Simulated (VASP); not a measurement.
# KF (Carobbiite): cell size and functional

Aim: relax KF (Carobbiite) at several levels of theory and compare the cells. The starting structure is a measured crystal structure from the Crystallography Open Database. The first relaxation on each setting starts from this cell expanded by 3 % in volume.

Method: Kohn-Sham DFT with plane waves and PAW; PBEsol, LDA, PBE, PBEsol + D3(BJ), r2SCAN, r2SCAN + rVV10, optB86b-vdW and TPSS, in VASP 6.6.1.

### Step 1. The starting structure

It takes space group Fm-3m (No. 225, cubic). Conventional cell: a = 5.344 Å, b = 5.344 Å, c = 5.344 Å, α = 90.00°, β = 90.00°, γ = 90.00°. K has 6 F at 2.67 Å nearest. Nearest to F lie 6 K at 2.67 Å. Farther neighbours and most contacts between anions are not listed.

Structure file:

```xyz
2
Lattice="0.0000 2.6719 2.6719 2.6719 0.0000 2.6719 2.6719 2.6719 0.0000" Properties=species:S:1:pos:R:3 pbc="T T T"
K     0.0000    0.0000    0.0000
F     2.6719    2.6719    2.6719
```

### Step 2. Relaxation with PBEsol

PBEsol restores the gradient expansion of exchange and is tuned for the cells of solids. This run starts from the cell of an earlier relaxation, which isn't shown; the restart sets up the plane waves anew.

INCAR

```
SYSTEM = KF
PREC = Accurate
ENCUT = 520
EDIFF = 1E-06
NELM = 100
ISMEAR = 0
SIGMA = 0.03
LREAL = .FALSE.
ALGO = Normal
GGA = PS
NBANDS = 14
LORBIT = 11
LWAVE = .FALSE.
LCHARG = .FALSE.
KPAR = 4
IBRION = 2
NSW = 50
ISIF = 3
EDIFFG = -0.006
```

POSCAR

```
KF
1.0
    0.0000000000      2.6569358152      2.6569358152
    2.6569358152      0.0000000000      2.6569358152
    2.6569358152      2.6569358152      0.0000000000
K F
1 1
Direct
    0.0000000000      0.0000000000      0.0000000000
    0.5000000000      0.5000000000      0.5000000000
```

KPOINTS

```
Automatic mesh
0
Gamma
8 8 8
0 0 0
```

Potentials, in the order of the species: K_sv and F (PBE family, release 64).

The run is started by

```
$ mpirun -np 4 vasp_std
```

Log:

```text
[banner, memory and clock lines left out]
running    4 mpi-ranks, on    1 nodes
 distrk:  each k-point on    1 cores,    4 groups
 distr:  one band on    1 cores,    1 groups

 POSCAR found type information on POSCAR K F
 POSCAR found :  2 types and       2 ions
|                                                                             |
|               ----> ADVICE to this user running VASP <----                  |
|                                                                             |
|     You enforced a specific xc type in the INCAR file but a different       |
|     [... a line on the potential file left out ...]
|     I HOPE YOU KNOW WHAT YOU ARE DOING!                                     |
|                                                                             |

 LDA part: xc-table for (Slater+PW92), standard interpolation
 POSCAR, INCAR and KPOINTS ok, starting setup
 FFT: planning ... GRIDC
 FFT: planning ... GRID_SOFT
 FFT: planning ... GRID
 WAVECAR not read
 entering main loop
       N       E                     dE             d eps       ncg     rms          rms(c)
DAV:   1     0.111660653808E+03    0.11166E+03   -0.83772E+03   820   0.112E+03
DAV:   2    -0.500881595890E+01   -0.11667E+03   -0.10830E+03  1068   0.298E+02
DAV:   3    -0.951291775425E+01   -0.45041E+01   -0.44879E+01  1010   0.529E+01
DAV:   4    -0.964049439453E+01   -0.12758E+00   -0.12754E+00  1120   0.831E+00
DAV:   5    -0.964202736443E+01   -0.15330E-02   -0.15330E-02  1036   0.927E-01    0.591E+00
DAV:   6    -0.855858679196E+01    0.10834E+01   -0.31626E+00   872   0.151E+01    0.411E+00
DAV:   7    -0.852505825344E+01    0.33529E-01   -0.81858E-02  1018   0.244E+00    0.238E+00
DAV:   8    -0.851818622401E+01    0.68720E-02   -0.52350E-02   932   0.238E+00    0.217E-01
DAV:   9    -0.851965114745E+01   -0.14649E-02   -0.54342E-03  1000   0.621E-01    0.121E-01
DAV:  10    -0.851995895399E+01   -0.30781E-03   -0.50268E-04   986   0.198E-01    0.742E-02
DAV:  11    -0.852018508481E+01   -0.22613E-03   -0.23342E-04   830   0.113E-01    0.161E-02
DAV:  12    -0.852017961581E+01    0.54690E-05   -0.16520E-05  1042   0.375E-02    0.416E-03
DAV:  13    -0.852018096127E+01   -0.13455E-05   -0.35321E-06   868   0.161E-02    0.438E-03
DAV:  14    -0.852018072251E+01    0.23876E-06   -0.66862E-07   690   0.866E-03
   1 F= -.85201807E+01 E0= -.85201807E+01  d E =-.852018E+01
 curvature:   0.00 expect dE= 0.000E+00 dE for cont linesearch  0.000E+00
 trial: gam= 0.00000 g(F)=  0.108E-59 g(S)=  0.317E-04 ort = 0.000E+00 (trialstep = 0.100E+01)
 search vector abs. value=  0.317E-04
 bond charge predicted
       N       E                     dE             d eps       ncg     rms          rms(c)
DAV:   1    -0.852055219571E+01   -0.37123E-03   -0.65619E-03   992   0.818E-01    0.143E-01
DAV:   2    -0.852023934994E+01    0.31285E-03   -0.11531E-03   932   0.308E-01    0.372E-02
DAV:   3    -0.852020362017E+01    0.35730E-04   -0.65097E-05  1322   0.778E-02    0.258E-02
DAV:   4    -0.852019902366E+01    0.45965E-05   -0.17965E-05  1468   0.308E-02    0.209E-02
DAV:   5    -0.852020122135E+01   -0.21977E-05   -0.20155E-06  1266   0.715E-03    0.255E-03
DAV:   6    -0.852020164523E+01   -0.42388E-06   -0.13813E-07   514   0.367E-03
   2 F= -.85202016E+01 E0= -.85202016E+01  d E =-.209227E-04
 trial-energy change:   -0.000021  1 .order   -0.000023   -0.000032   -0.000014
 step:   1.7482(harm=  1.7482)  dis= 0.00000  next Energy=    -8.520208 (dE=-0.277E-04)
 reached required accuracy - stopping structural energy minimisation
```

Elapsed: 6.2 s, on 4 MPI ranks of Intel Xeon 6975P-C (Granite Rapids), shared host; peak memory 0.63 GiB; 22 s of CPU time.

The logs omit lines about the potential files and the build; timing stands in the text.

OUTCAR, selected parts (step 2):

```text
ion  position               nearest neighbor table
   1  0.000  0.000  0.000-   2 2.66   2 2.66   2 2.66   2 2.66   2 2.66   2 2.66
   2  0.500  0.500  0.500-   1 2.66   1 2.66   1 2.66   1 2.66   1 2.66   1 2.66

  LATTYP: Found a face centered cubic cell.
 ALAT       =     5.3138716304

 Subroutine GETGRP returns: Found 48 space group operations
 (whereof 48 operations were pure point group operations)

The static configuration has the point symmetry O_h .

 Found     29 irreducible k-points:

   k-points           NKPTS =     29   k-points in BZ     NKDIM =     29   number of bands    NBANDS=     14

   dimension x,y,z NGX =    28 NGY =   28 NGZ =   28
   dimension x,y,z NGXF=    56 NGYF=   56 NGZF=   56

   ENCUT  =  520.0 eV  38.22 Ry    6.18 a.u.   6.99  6.99  6.99*2*pi/ulx,y,z

   NELECT =      16.0000    total number of electrons

 k-points in reciprocal lattice and weights: Automatic mesh
   0.00000000  0.00000000  0.00000000       0.002
   0.12500000  0.00000000  0.00000000       0.016
   0.25000000  0.00000000  0.00000000       0.016
   0.37500000  0.00000000  0.00000000       0.016
   0.50000000  0.00000000  0.00000000       0.008
   0.12500000  0.12500000  0.00000000       0.012
   0.25000000  0.12500000  0.00000000       0.047
   0.37500000  0.12500000  0.00000000       0.047
   0.50000000  0.12500000  0.00000000       0.047
[...]
-0.37500000  0.50000000  0.12500000       0.023
  -0.25000000  0.50000000  0.25000000       0.012

 average (electrostatic) potential at core
       1 -35.8310       2 -77.8117

 E-fermi :  -2.6515

 k-point     1 :       0.0000    0.0000    0.0000
  band No.  band energies     occupation
    ...
      4     -12.0714      2.00000
      5     -12.0714      2.00000
      6      -2.8599      2.00000
      7      -2.8599      2.00000
      8      -2.8599      2.00000
      9       3.2617      0.00000
     10       7.8231      0.00000
     11       7.8231      0.00000
     12       7.8231      0.00000
     13       9.5232      0.00000
    ...

 k-point     2 :       0.1250    0.0000    0.0000
  band No.  band energies     occupation
    ...
      4     -12.0771      2.00000
      5     -12.0771      2.00000
      6      -3.0083      2.00000
      7      -2.9163      2.00000
      8      -2.9163      2.00000
      9       3.7055      0.00000
     10       7.5597      0.00000
     11       8.0399      0.00000
     12       8.0399      0.00000
     13       9.6754      0.00000
    ...

 k-point     3 :       0.2500    0.0000    0.0000
  band No.  band energies     occupation
    ...
      4     -12.0907      2.00000
      5     -12.0907      2.00000
      6      -3.3215      2.00000
      7      -3.0494      2.00000
      8      -3.0494      2.00000
      9       4.8045      0.00000
     10       7.2028      0.00000
     11       8.5784      0.00000
     12       8.5784      0.00000
     13      10.1455      0.00000
    ...

  Total       -0.0089510     -0.0089510     -0.0089510      0.0000000      0.0000000     -0.0000000
  in kB       -0.3828853     -0.3828853     -0.3828853      0.0000000      0.0000000     -0.0000000
  external PRESSURE =      -0.3828853 kB  Pullay stress =       0.0000000 kB

  energy-cutoff  :      520.00
  volume of cell :       37.46
      direct lattice vectors                 reciprocal lattice vectors
     0.000000000  2.655595461  2.655595461    -0.188281689  0.188281689  0.188281689
     2.655595461 -0.000000000  2.655595461     0.188281689 -0.188281689  0.188281689
     2.655595461  2.655595461 -0.000000000     0.188281689  0.188281689 -0.188281689

 POSITION                                       TOTAL-FORCE (eV/Angst)
 -----------------------------------------------------------------------------------
      2.65560     -0.00000      2.65560        -0.000000     -0.000000     -0.000000
      2.65560      2.65560      2.65560         0.000000      0.000000      0.000000
 -----------------------------------------------------------------------------------
    total drift:                                0.000000      0.000000      0.000000

  FREE ENERGIE OF THE ION-ELECTRON SYSTEM (eV)
  ---------------------------------------------------
  free  energy   TOTEN  =        -8.5202016452 eV

  energy  without entropy=       -8.5202016452  energy(sigma->0) =       -8.52020165

 reached required accuracy - stopping structural energy minimisation

 total charge
# of ion       s       p       d       tot
------------------------------------------
    1        1.957   5.579   0.035   7.571
    2        1.728   4.342   0.000   6.070
--------------------------------------------------
tot          3.686   9.921   0.035  13.641

[... 3 further parts left out ...]
```

The PAW data sets were made with PBE, which is usual practice but a small mismatch for other functionals. The run keeps the 48 symmetry operations of its start, so it cannot find a distortion of lower symmetry.

With PBEsol the relaxed cell holds 18.728 Å³ an atom, -1.81 % against the measured cell, with a = 5.311 Å.

### Step 3. Relaxation with LDA

LDA, the lowest rung, knows the local density alone. This run starts from the cell of an earlier relaxation, which isn't shown; the restart sets up the plane waves anew.

Edit INCAR of step 2 so:

```diff
@@ -9,3 +9,3 @@
 ALGO = Normal
-GGA = PS
+GGA = CA
 NBANDS = 14
```

POSCAR

```
KF
1.0
    0.0000000000      2.5854885099      2.5854885099
    2.5854885099      0.0000000000      2.5854885099
    2.5854885099      2.5854885099      0.0000000000
K F
1 1
Direct
    0.0000000000      0.0000000000      0.0000000000
    0.5000000000      0.5000000000      0.5000000000
```

KPOINTS is that of step 2.

The projector-augmented-wave data sets are K_sv and F (LDA family, release 64).

The run is started by

```
$ mpirun -np 4 vasp_std
```

Log:

```text
[banner, memory and clock lines left out]
running    4 mpi-ranks, on    1 nodes
[...]
LDA part: xc-table for (Slater(with rela. corr.)+CA(PZ))
 , standard interpolation
 POSCAR, INCAR and KPOINTS ok, starting setup
[...]
entering main loop
       N       E                     dE             d eps       ncg     rms          rms(c)
DAV:   1     0.115631244507E+03    0.11563E+03   -0.83838E+03   812   0.113E+03
DAV:   2    -0.536456994202E+01   -0.12100E+03   -0.10988E+03  1000   0.311E+02
DAV:   3    -0.101109618487E+02   -0.47464E+01   -0.47220E+01  1036   0.556E+01
DAV:   4    -0.102491942792E+02   -0.13823E+00   -0.13816E+00  1108   0.934E+00
[...]
DAV:  11    -0.907184048961E+01    0.10372E-04   -0.51625E-05  1088   0.842E-02    0.126E-02
DAV:  12    -0.907184304491E+01   -0.25553E-05   -0.26577E-06   816   0.162E-02    0.165E-03
DAV:  13    -0.907184316354E+01   -0.11863E-06   -0.34377E-07   622   0.586E-03
   1 F= -.90718432E+01 E0= -.90718432E+01  d E =-.907184E+01
[...]
reached required accuracy - stopping structural energy minimisation
```

It took 4.2 s on 4 MPI ranks; peak memory 0.54 GiB; 14 s of CPU time.

OUTCAR, selected parts (step 3):

```text
  Total        0.0051867      0.0051867      0.0051867      0.0000000      0.0000000      0.0000000
  in kB        0.2404036      0.2404036      0.2404036      0.0000000      0.0000000      0.0000000
  external PRESSURE =       0.2404036 kB  Pullay stress =       0.0000000 kB

 POSITION                                       TOTAL-FORCE (eV/Angst)
 -----------------------------------------------------------------------------------
      0.00000      0.00000      0.00000        -0.000000      0.000000      0.000000
      2.58549      2.58549      2.58549         0.000000     -0.000000     -0.000000
 -----------------------------------------------------------------------------------
    total drift:                                0.000000      0.000000      0.000000

  FREE ENERGIE OF THE ION-ELECTRON SYSTEM (eV)
  ---------------------------------------------------
  free  energy   TOTEN  =        -9.0718431635 eV

  energy  without entropy=       -9.0718431635  energy(sigma->0) =       -9.07184316

[... 2 parts as in an earlier step ...]

[... 2 further parts left out ...]
[key lines of the parts left out:]
E-fermi :  -2.7374
```

With LDA the relaxed cell holds 17.283 Å³ an atom, -9.39 % against the measured cell, with a = 5.171 Å. That is -7.71 % from PBEsol.

### Step 4. Relaxation with PBE

PBE, the usual starting point, adds the gradient of the density.

Edit INCAR of step 3 so:

```diff
@@ -9,3 +9,3 @@
 ALGO = Normal
-GGA = CA
+GGA = PE
 NBANDS = 14
```

POSCAR

```
KF
1.0
    0.0000000000      2.6983056809      2.6983056809
    2.6983056809      0.0000000000      2.6983056809
    2.6983056809      2.6983056809      0.0000000000
K F
1 1
Direct
    0.0000000000      0.0000000000      0.0000000000
    0.5000000000      0.5000000000      0.5000000000
```

KPOINTS is that of step 3.

Potentials, in the order of the species: K_sv and F (PBE family, release 64).

The run is started by

```
$ mpirun -np 4 vasp_std
```

Log:

```text
[banner, memory and clock lines left out]
running    4 mpi-ranks, on    1 nodes
[...]
LDA part: xc-table for (Slater+PW92), standard interpolation
 POSCAR, INCAR and KPOINTS ok, starting setup
[...]
entering main loop
       N       E                     dE             d eps       ncg     rms          rms(c)
DAV:   1     0.111415121436E+03    0.11142E+03   -0.83662E+03   812   0.111E+03
DAV:   2    -0.486329699275E+01   -0.11628E+03   -0.10729E+03  1046   0.297E+02
DAV:   3    -0.943652387149E+01   -0.45732E+01   -0.45567E+01  1058   0.539E+01
DAV:   4    -0.956760181437E+01   -0.13108E+00   -0.13105E+00  1072   0.821E+00
[...]
DAV:  11    -0.829796630798E+01   -0.15462E-03   -0.17276E-04   842   0.104E-01    0.187E-02
DAV:  12    -0.829795973085E+01    0.65771E-05   -0.27551E-05  1034   0.447E-02    0.471E-03
DAV:  13    -0.829795996843E+01   -0.23758E-06   -0.41353E-06   842   0.177E-02
   1 F= -.82979600E+01 E0= -.82979600E+01  d E =-.829796E+01
[...]
DAV:   4    -0.829848589131E+01    0.11745E-03   -0.42898E-04  1504   0.148E-01    0.960E-02
DAV:   5    -0.829849853574E+01   -0.12644E-04   -0.39683E-05  1286   0.302E-02    0.147E-02
DAV:   6    -0.829849842935E+01    0.10639E-06   -0.73110E-06  1486   0.175E-02
   2 F= -.82984984E+01 E0= -.82984984E+01  d E =-.538461E-03
 trial-energy change:   -0.000538  1 .order   -0.000538   -0.000710   -0.000367
 step:   2.0701(harm=  2.0701)  dis= 0.00000  next Energy=    -8.298694 (dE=-0.734E-03)
[...]
N       E                     dE             d eps       ncg     rms          rms(c)
DAV:   1    -0.830763516799E+01   -0.91366E-02   -0.16907E-01   986   0.413E+00    0.731E-01
DAV:   2    -0.829963400111E+01    0.80012E-02   -0.30678E-02   944   0.155E+00    0.188E-01
DAV:   3    -0.829875298763E+01    0.88101E-03   -0.16285E-03  1206   0.380E-01    0.127E-01
DAV:   4    -0.829861768403E+01    0.13530E-03   -0.49016E-04  1504   0.158E-01    0.103E-01
DAV:   5    -0.829863245428E+01   -0.14770E-04   -0.45018E-05  1290   0.320E-02    0.159E-02
DAV:   6    -0.829863252634E+01   -0.72058E-07   -0.84053E-06  1498   0.187E-02
   3 F= -.82986325E+01 E0= -.82986325E+01  d E =-.672558E-03
[...]
reached required accuracy - stopping structural energy minimisation
```

Wall time 8.8 s (4 MPI ranks); peak memory 0.64 GiB; 32 s of CPU time.

Parts of OUTCAR (step 4):

```text
  Total       -0.0076740     -0.0076740     -0.0076740      0.0000000      0.0000000      0.0000000
  in kB       -0.3083191     -0.3083191     -0.3083191      0.0000000      0.0000000      0.0000000
  external PRESSURE =      -0.3083191 kB  Pullay stress =       0.0000000 kB

 POSITION                                       TOTAL-FORCE (eV/Angst)
 -----------------------------------------------------------------------------------
      0.00000      0.00000      0.00000        -0.000000      0.000000     -0.000000
      2.71165      2.71165      2.71165         0.000000     -0.000000      0.000000
 -----------------------------------------------------------------------------------
    total drift:                                0.000000      0.000000      0.000000

  FREE ENERGIE OF THE ION-ELECTRON SYSTEM (eV)
  ---------------------------------------------------
  free  energy   TOTEN  =        -8.2986325263 eV

  energy  without entropy=       -8.2986325263  energy(sigma->0) =       -8.29863253

[... 2 parts as in an earlier step ...]

[... 2 further parts left out ...]
[key lines of the parts left out:]
E-fermi :  -2.6956
```

With PBE the relaxed cell holds 19.939 Å³ an atom, +4.54 % against the measured cell, with a = 5.423 Å. That is +6.47 % from PBEsol.

### Step 5. Relaxation with PBEsol + D3(BJ)

D3 with Becke-Johnson damping keeps a finite attraction at short range. This run starts from the cell of an earlier relaxation, which isn't shown; the restart sets up the plane waves anew.

Edit INCAR of step 4 so:

```diff
@@ -9,3 +9,4 @@
 ALGO = Normal
-GGA = PE
+GGA = PS
+IVDW = 12
 NBANDS = 14
```

POSCAR

```
KF
1.0
    0.0000000000      2.6180068183      2.6180068183
    2.6180068183      0.0000000000      2.6180068183
    2.6180068183      2.6180068183      0.0000000000
K F
1 1
Direct
    0.0000000000      0.0000000000      0.0000000000
    0.5000000000      0.5000000000      0.5000000000
```

KPOINTS is that of step 4.

The run is started by

```
$ mpirun -np 4 vasp_std
```

Log:

```text
[banner, memory and clock lines left out]
running    4 mpi-ranks, on    1 nodes
[...]
[... a notice as in an earlier step ...]

 LDA part: xc-table for (Slater+PW92), standard interpolation
 POSCAR, INCAR and KPOINTS ok, starting setup
[...]
entering main loop
       N       E                     dE             d eps       ncg     rms          rms(c)
DAV:   1     0.114719693365E+03    0.11472E+03   -0.84564E+03   812   0.112E+03
DAV:   2    -0.481056057628E+01   -0.11953E+03   -0.10964E+03  1016   0.305E+02
DAV:   3    -0.948324441085E+01   -0.46727E+01   -0.46502E+01  1036   0.545E+01
DAV:   4    -0.962041993257E+01   -0.13718E+00   -0.13715E+00  1060   0.881E+00
[...]
DAV:  12    -0.851088223519E+01    0.55975E-05   -0.16315E-05  1012   0.387E-02    0.432E-03
DAV:  13    -0.851088339059E+01   -0.11554E-05   -0.33407E-06   868   0.162E-02    0.444E-03
DAV:  14    -0.851088318049E+01    0.21010E-06   -0.64039E-07   634   0.883E-03
   1 F= -.88555785E+01 E0= -.88555785E+01  d E =-.885558E+01
[...]
reached required accuracy - stopping structural energy minimisation
```

It took 4.6 s on 4 MPI ranks; peak memory 0.64 GiB.

Parts of OUTCAR (step 5):

```text
 Edisp (eV)   -0.34470

  Total      -0.01066    -0.01066    -0.01066     0.00000     0.00000     0.00000
  in kB      -0.47574    -0.47574    -0.47574     0.00000     0.00000     0.00000
  external pressure =       -0.48 kB  Pullay stress =        0.00 kB

 POSITION                                       TOTAL-FORCE (eV/Angst)
 -----------------------------------------------------------------------------------
      0.00000      0.00000      0.00000        -0.000000     -0.000000     -0.000000
      2.61801      2.61801      2.61801         0.000000      0.000000      0.000000
 -----------------------------------------------------------------------------------
    total drift:                                0.000000      0.000000      0.000000

  FREE ENERGIE OF THE ION-ELECTRON SYSTEM (eV)
  ---------------------------------------------------
  free  energy   TOTEN  =        -8.8555785297 eV

  energy  without entropy=       -8.8555785297  energy(sigma->0) =       -8.85557853

[... 2 parts as in an earlier step ...]

[... 2 further parts left out ...]
[key lines of the parts left out:]
E-fermi :  -2.5334
```

With PBEsol + D3(BJ) the relaxed cell holds 17.944 Å³ an atom, -5.92 % against the measured cell, with a = 5.236 Å. That is -4.19 % from PBEsol.

(Part 1 of 2 ends here.)

[Lines on the potential files, build, host, timing and source positions are cut from VASP's logs without a mark.]

[Logs are printed without paths, hosts, clocks, repeated set-up lines and the standing remarks that a program may print on its own settings, such as how far it seeks lower states.]

[Hosts, paths, dates, database ids (printed as entryN), source tags and the programs' standing remarks are cut or masked in the printed files.]
